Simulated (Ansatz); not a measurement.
Molecular dynamics of CH₄N₂O

input.yaml

```yaml
crystal:
  periodic: [false, false, false]
  atoms:
    - { symbol: H, position_ang: [-1.612108, -0.651944, -0.344197] }
    - { symbol: "N", position_ang: [-0.699631, -0.896299, 0.62244] }
    - { symbol: C, position_ang: [-0.185385, 0.015252, -0.193206] }
    - { symbol: "N", position_ang: [1.054414, 0.594827, -0.204446] }
    - { symbol: O, position_ang: [-1.086556, 0.287408, -1.099696] }
    - { symbol: H, position_ang: [-0.160381, -1.417602, 1.319167] }
    - { symbol: H, position_ang: [1.129873, 1.432859, -0.777225] }
    - { symbol: H, position_ang: [1.559872, 0.635496, 0.677062] }
basis:
  gaussian: { orbitals: "6-31G*" }
hamiltonian:
  xc: pbe
  dispersion: d4
md:
  timestep: 0.5
  n_steps: 200
  ensemble: nve
  temperature: 100.0
  initial_velocities: maxwell_boltzmann
  seed: 11479
```

Launched with:

```bash
$ ansatz run input.yaml --threads 1 --pin off --max-ram 2048MiB --backend cpu --events-out ev --progress --plain --runs-dir out
```

It starts at the highest image of a converged band, a first-order saddle point between two minima.

Output, in part (step lines, the closing report, with atoms numbered from 0):

```
md step     0: t =     0.00 fs  T =   100.0 K  F+E_penalty+E_count = -6120.97585851 eV  E_kin = 0.077556 eV  conserved = -6120.89830251 eV  (27 SCF iters)
md step     1: t =     0.50 fs  T =    98.8 K  F+E_penalty+E_count = -6120.97492537 eV  E_kin = 0.076650 eV  conserved = -6120.89827580 eV  (32 SCF iters)
md step     2: t =     1.00 fs  T =    96.1 K  F+E_penalty+E_count = -6120.97278235 eV  E_kin = 0.074568 eV  conserved = -6120.89821426 eV  (32 SCF iters)
md step     3: t =     1.50 fs  T =    93.2 K  F+E_penalty+E_count = -6120.97038444 eV  E_kin = 0.072245 eV  conserved = -6120.89813980 eV  (32 SCF iters)
md step     4: t =     2.00 fs  T =    91.3 K  F+E_penalty+E_count = -6120.96890097 eV  E_kin = 0.070828 eV  conserved = -6120.89807329 eV  (32 SCF iters)
md step     5: t =     2.50 fs  T =    92.0 K  F+E_penalty+E_count = -6120.96938606 eV  E_kin = 0.071358 eV  conserved = -6120.89802758 eV  (32 SCF iters)
md step     6: t =     3.00 fs  T =    96.1 K  F+E_penalty+E_count = -6120.97257311 eV  E_kin = 0.074569 eV  conserved = -6120.89800410 eV  (32 SCF iters)
md step     7: t =     3.50 fs  T =   104.3 K  F+E_penalty+E_count = -6120.97885297 eV  E_kin = 0.080861 eV  conserved = -6120.89799202 eV  (32 SCF iters)
[... lines left out ...]
Total energy: -6121.64420517 eV, -224.9662751405 hartree
Atom 0 at    -1.242055    -1.780365     0.811767 Å, force    -1.396888    -0.288382    -1.075265 eV/Å
Atom 1 at    -0.619720    -1.006455     0.741811 Å, force    -3.249875     2.724370    -5.213201 eV/Å
Atom 2 at    -0.399929     0.043445    -0.294925 Å, force     2.982738    -0.303827     0.698036 eV/Å
Atom 3 at     0.971730     0.503768    -0.127543 Å, force    -0.009867    -0.065499     1.164517 eV/Å
Atom 4 at    -0.956197     0.507188    -1.295869 Å, force    -1.171002    -1.526434     1.525988 eV/Å
Atom 5 at    -0.005226    -1.117965     1.423933 Å, force     4.219734     0.079786     3.672409 eV/Å
Atom 6 at     1.202574     1.413399    -0.540963 Å, force    -0.637255    -0.245370    -0.289233 eV/Å
Atom 7 at     1.487877     0.455480     0.778393 Å, force    -0.737586    -0.374644    -0.483251 eV/Å
Dipole moment:     0.352412    -0.196746     0.718160 e Å
```

The steps, from the saved trajectory:

| time (fs) | T (K) | potential energy less start (eV) | conserved less start (meV/atom) |
| --- | --- | --- | --- |
| 0.0 | 100 | 0.000 | 0.00 |
| 3.0 | 96 | 0.003 | 0.04 |
| 6.0 | 233 | -0.103 | 0.11 |
| 9.0 | 942 | -0.654 | -0.09 |
| 12.0 | 1708 | -1.250 | -0.41 |
| 15.0 | 1214 | -0.864 | 0.03 |
| 18.0 | 1316 | -0.945 | -0.18 |
| 21.0 | 1542 | -1.116 | 0.32 |
| 24.0 | 1671 | -1.221 | -0.30 |
| 27.0 | 1171 | -0.831 | 0.03 |
| 30.0 | 1107 | -0.779 | 0.34 |
| 33.0 | 1473 | -1.069 | -0.59 |
| 36.0 | 714 | -0.476 | 0.10 |
| 39.0 | 653 | -0.432 | -0.41 |
| 42.0 | 1246 | -0.896 | -0.90 |
| 45.0 | 1126 | -0.795 | 0.11 |
| 48.0 | 1630 | -1.193 | -0.78 |
| 51.0 | 1760 | -1.292 | -0.58 |
| 54.0 | 1568 | -1.139 | -0.06 |
| 57.0 | 1470 | -1.065 | -0.32 |
| 60.0 | 1136 | -0.802 | 0.20 |
| 63.0 | 1139 | -0.808 | -0.30 |
| 66.0 | 808 | -0.549 | 0.07 |
| 69.0 | 993 | -0.694 | -0.18 |
| 72.0 | 1399 | -1.012 | -0.55 |
| 75.0 | 1115 | -0.786 | 0.07 |
| 78.0 | 1321 | -0.952 | -0.65 |
| 81.0 | 1457 | -1.055 | -0.33 |
| 84.0 | 1550 | -1.126 | -0.11 |
| 87.0 | 1527 | -1.111 | -0.52 |
| 90.0 | 1073 | -0.756 | -0.16 |
| 93.0 | 1062 | -0.749 | -0.33 |
| 96.0 | 1031 | -0.723 | -0.15 |
| 99.0 | 1082 | -0.764 | -0.32 |

The run went to its last step. The conserved energy stayed within 0.97 meV per atom of its start (net change 0.23 meV per atom), so the integration is sound. The system heated up, since it started high on the potential surface and ran downhill. A run of 0.1 ps of so small a system gives no equilibrium averages. The orbitals stay closed-shell, which can raise the energy where a bond breaks towards radicals; this wasn't checked here.

The step under study would form H1–O5 and break H1–N2. These pairs go: H1–O5 1.31 → 3.12 Å, H1–N2 1.35 → 1.00 Å. In the last frame they stand as before the step (other bonds may differ from the relaxed reactants and products). It ends as one piece, CH4N2O. Pairs count as bonded within 1.25 times the sum of covalent radii (0.12 Å more for H–H).

Last frame:

```xyz
8
Properties=species:S:1:pos:R:3
H -1.242 -1.780 0.812
N -0.620 -1.006 0.742
C -0.400 0.043 -0.295
N 0.972 0.504 -0.128
O -0.956 0.507 -1.296
H -0.005 -1.118 1.424
H 1.203 1.413 -0.541
H 1.488 0.456 0.778
```

Run time: 5.4 min on 1 thread of Arm Neoverse V1, with other jobs on the host, peak memory 0.11 GiB.
